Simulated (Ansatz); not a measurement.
## BN: quadrupole couplings from first principles

```yaml
crystal:
  lattice:
    - [2.51000, 0.00000, 0.00000]
    - [-1.25500, 2.17372, 0.00000]
    - [0.00000, 0.00000, 6.69000]
  atoms:
    - { symbol: B, position: [0.00000, 0.00000, 0.50000] }
    - { symbol: B, position: [0.33333, 0.66667, 0.00000] }
    - { symbol: N, position: [0.00000, 0.00000, 0.00000] }
    - { symbol: N, position: [0.66667, 0.33333, 0.50000] }
```

Atom numbers follow the list: B1, B2, N3, N4.

The cell is COD entry 1010602, as deposited and not checked against the literature; nothing was relaxed. It is an old determination, and later ones may differ.

Methods: DFT, PBE, all-electron PAW with datasets made for the crystal, scalar-relativistic (Ansatz 0.2.0); DFT, PBE, PAW with Ansatz's default frozen-core files, scalar-relativistic (Ansatz 0.2.0).

For the crystal-made all-electron datasets (AE datasets): a Γ-centred 11×11×4 k mesh, Fermi–Dirac smearing of 0.03 eV, cutoff 560 eV (chosen by the program for this cell), no spin polarisation. PAW takes a cutoff of 420 eV at this cell. The Ansatz runs share mesh, smearing and spin set-up.

At some sites the methods part by over 20 %, so those gradients aren't settled.

Vzz is the principal value of largest size of the traceless field-gradient tensor, in 10²¹ V/m², and η = (Vxx − Vyy)/Vzz with |Vzz| ≥ |Vyy| ≥ |Vxx|.

```json
{"site": "B1", "site symmetry": "-6m2", "Vzz (η), AE datasets": "2.87 (η = 0.00)", "Vzz (η), PAW": "2.79 (η = 0.00)"}
{"site": "B2", "site symmetry": "-6m2", "Vzz (η), AE datasets": "2.86 (η = 0.00)", "Vzz (η), PAW": "2.78 (η = 0.00)"}
{"site": "N3", "site symmetry": "-6m2", "Vzz (η), AE datasets": "-0.10 (η = 0.00)", "Vzz (η), PAW": "?"}
{"site": "N4", "site symmetry": "-6m2", "Vzz (η), AE datasets": "?", "Vzz (η), PAW": "-0.40 (η = 0.00)"}
```

Fill in "Vzz (η), AE datasets" for the row "N4".

-0.23 (η = 0.00).

Fill in "Vzz (η), PAW" for the row "N3".

-0.27 (η = 0.00).

Taking Q(B-10) = 0.0846 b, what quadrupole coupling constant follows at B2 from AE datasets?

Cq = eQVzz/h = 24.180 MHz × 0.0846 × (2.86) = 5.85 MHz.

By the crystal-made datasets, how do the electrostatic potential and the contact density differ between B1 and B2?

At B2 the potential is +0.09 V and the contact density 0.00 e/Å³ against B1.
